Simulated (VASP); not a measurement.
Wanted: the native input for a VASP 6.6.1 run.

| Quantity | Value |
| --- | --- |
| Task | single point |
| Functional | r2SCAN |
| Potentials or basis | VASP PAW PBE potentials, release 64 (Si, C) |
| Cutoff | 900 eV |
| k mesh | 13 × 13 × 13 |
| Occupations | gaussian, width 0.05 eV |
| Spin | no spin polarisation |
| Further INCAR settings | ADDGRID = False; ALGO = Normal; EDIFF = 1e-08 |

The structure of SiC (Moissanite 3C) lies in POSCAR:

```
SiC
1.0
    0.0000000000      2.1790000000      2.1790000000
    2.1790000000      0.0000000000      2.1790000000
    2.1790000000      2.1790000000      0.0000000000
Si C
1 1
Direct
    0.0000000000      0.0000000000      0.0000000000
    0.7500000000      0.7500000000      0.7500000000
```

One way to write it, as run:

INCAR

```
PREC     = Accurate       # precision mode
ENCUT    = 900            # plane-wave cutoff, eV
EDIFF    = 1E-8           # SCF threshold, eV
ISMEAR   = 0              # smearing method
SIGMA    = 0.05           # smearing width, eV
LREAL    = F              # projectors in reciprocal space
LASPH    = T              # aspherical terms in the spheres
NELM     = 100            # most SCF steps
ALGO     = Normal         # electronic algorithm
ISIF     = 2              # what is computed and relaxed
LWAVE    = F              # write WAVECAR
LCHARG   = F              # write CHGCAR
METAGGA  = R2SCAN         # meta-GGA
LMIXTAU  = T            
ADDGRID  = F
```

KPOINTS

```
regular mesh
0
Gamma
  13 13 13
```

Potentials or basis: VASP PAW PBE potentials, release 64 (Si, C).

Run with:

```bash
$ cat potpaw_PBE.64/Si/POTCAR potpaw_PBE.64/C/POTCAR > POTCAR
$ mpirun -np 1 vasp_std > vasp.out
```

Results of the run:

| Item | Value |
| --- | --- |
| Pressure | -0.5 GPa |
| Band gap on the k mesh | 1.80 eV, indirect (least direct gap 5.10 eV) |

Caveat: the PAW data sets were made with another functional, which shifts forces and pressure a little; an odd mesh through Γ misses points on the zone boundary, where band edges often lie.

Run time: 88 s on 1 thread of Intel(R) Xeon(R) 6975P-C (Granite Rapids), with other jobs on the host, peak memory 0.18 GiB.
